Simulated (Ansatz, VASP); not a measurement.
Two plane-wave programs on HC18F

```
C F H
1.0
     7.39800    0.00000    0.00000
    -3.69900    6.40686    0.00000
     0.00000    0.00000   13.00000
C F H
18 1 1
Direct
  0.00725 0.00241 0.07178
  0.23061 0.11273 0.07168
  0.00731 0.33576 0.07177
  0.23067 0.44618 0.07177
  0.00730 0.66918 0.07165
  0.23070 0.77942 0.07173
  0.34049 0.00235 0.07167
  0.56385 0.11239 0.07178
  0.34028 0.33570 0.07174
  0.56384 0.44628 0.07188
  0.34055 0.66909 0.07180
  0.56392 0.77943 0.07178
  0.67391 0.00237 0.07180
  0.89738 0.11275 0.07184
  0.67398 0.33568 0.07204
  0.89772 0.44626 0.07173
  0.67399 0.66939 0.07175
  0.89738 0.77951 0.07168
  0.64312 0.37152 0.31249
  0.64274 0.36838 0.24025
```

Alike in both runs: functional PBE; dispersion D3(BJ); k mesh 2 × 2 × 1; occupations gaussian, width 0.02 eV; no spin polarisation.

Ansatz relaxed the structure, and its values are those at the end. VASP's run is a single point on that final structure, the one shown.

|  | VASP | Ansatz |
| --- | --- | --- |
| version | VASP 6.6.1 | Ansatz 0.2.0 |
| potentials or method | VASP PAW PBE potentials, release 64 (C, F, H) | scalar-relativistic, plane waves, PAW |
| plane-wave cutoff (eV) | 520 | 420 |
| valence electrons in the cell | 80 | 80 |

|  | VASP | Ansatz | Ansatz less VASP |
| --- | --- | --- | --- |
| rms of the force components (eV/Å) | 0.052 | 0.004 | -0.0480 |
| dispersion energy (meV/atom) | -84.7 | -84.7 | -0.01 |

Caveats: the k mesh is coarse (spacing up to 0.49 Å⁻¹), so the values aren't converged.
